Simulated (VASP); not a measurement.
SrTiO3, 5 atoms in the cell. Symmetry: Pm-3m, No. 221, cubic system. The conventional cell has a = 3.895 Å, b = 3.895 Å, c = 3.895 Å, α = 90.00°, β = 90.00°, γ = 90.00°. Sr (site symmetry m-3m) has 12 O at 2.75 Å as nearest neighbours. Ti (site symmetry m-3m) is surrounded by 6 O at 1.95 Å. O (site symmetry 4/mmm) has 2 Ti at 1.95 Å as nearest neighbours. The cell is a database's computed one.

* Program: VASP 6.6.1
* Task: Born charges and dielectric tensor
* Functional: PBEsol
* Potentials or basis: VASP PAW PBE potentials, release 64 (Sr_sv, Ti_sv, O)
* Cutoff: 600 eV
* k mesh: 8 × 8 × 8
* Occupations: gaussian, width 0.02 eV
* Spin: no spin polarisation
* Further INCAR settings: ALGO = Normal; EDIFF = 1e-08; IBRION = 8; NSW = 1

Potentials or basis: VASP PAW PBE potentials, release 64 (Sr_sv, Ti_sv, O).

Run with:

```console
$ cat potpaw_PBE.64/Sr_sv/POTCAR potpaw_PBE.64/Ti_sv/POTCAR potpaw_PBE.64/O/POTCAR > POTCAR
$ mpirun -np 1 vasp_std > vasp.out
```

Hardware: 1 thread of Intel(R) Xeon(R) 6975P-C (Granite Rapids), with other jobs on the host.

**Question.** Estimate the wall time of this run.

**Answer.** It took 24 min on 1 thread of Intel(R) Xeon(R) 6975P-C (Granite Rapids) (shared host), peak memory 0.69 GiB. Counts: scf iterations 598, k points 35.
